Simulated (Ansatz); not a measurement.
Space group Pm-3m (No. 221). a = 3.632 Å, b = 3.632 Å, c = 3.632 Å, α = 90.00°, β = 90.00°, γ = 90.00°
```
atom site symmetry x y z
  Al    1a m-3m  0.0000  0.0000  0.0000
  Cu    3c    4/mm.m  0.5000  0.5000  0.0000
```

Equation of state of this AlCu3 structure (not necessarily the ground state), with shape and atoms relaxed at each volume where symmetry leaves them free. It has no gap at any of these volumes. Theory: Ansatz 0.2.0, DFT PBEsol, scalar-relativistic, plane waves, PAW.

Cutoff 420 eV; k points 12×12×12 on the computed 4-atom cell (Γ-centred); Gaussian smearing, width 0.10 eV; no spin polarisation.

```csv
V (Å³/atom),E − E(largest V) (meV/atom),P (GPa)
11.258,4.87,10.91
11.617,-12.82,4.99
11.977,-18.29,0.00
12.336,-13.48,-4.20
12.695,0.00,-7.74
```

Question: Fit a third-order Birch–Murnaghan equation to E(V).

Answer: V0 = 11.98 Å³/atom, B0 = 152 GPa, B0' = 4.7.